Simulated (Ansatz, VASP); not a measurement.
BaTiO3 in VASP and in Ansatz

```
Ba Ti O
1.0
     3.76367    0.00000    0.00000
     0.00000    2.66132    2.66132
     0.00000   -2.66132    2.66132
Ba Ti O
1 1 3
Cartesian
  0.0000 0.0000 -0.0214
  1.8818 0.0000 2.6399
  1.8818 1.3307 3.9706
  1.8818 -1.3307 3.9706
  0.0000 0.0000 2.6399
```

Alike in both runs: task single point; functional r2SCAN; k mesh 6 × 6 × 6; occupations gaussian, width 0.02 eV; no spin polarisation; Hubbard terms Ti d U = 4.0 eV.

|  | VASP | Ansatz |
| --- | --- | --- |
| version | VASP 6.6.1 | Ansatz 0.2.0 |
| potentials or method | VASP PAW PBE potentials, release 64 (Ba_sv, Ti_sv, O) | scalar-relativistic, plane waves, PAW |
| plane-wave cutoff (eV) | 520 | 500 |
| valence electrons in the cell | 40 | 40 |

|  | VASP | Ansatz | Ansatz less VASP |
| --- | --- | --- | --- |
| gap on the k mesh at the Fermi level (eV) | 3.08 | 3.06 | -0.020 |
| least direct gap on the mesh (eV) | 3.08 | 3.06 | -0.020 |

The programs project onto different local orbitals, so the same U acts differently.

Caveats: spin-orbit coupling is left out, which moves the levels of the heavy elements. A k mesh can miss the band edges.
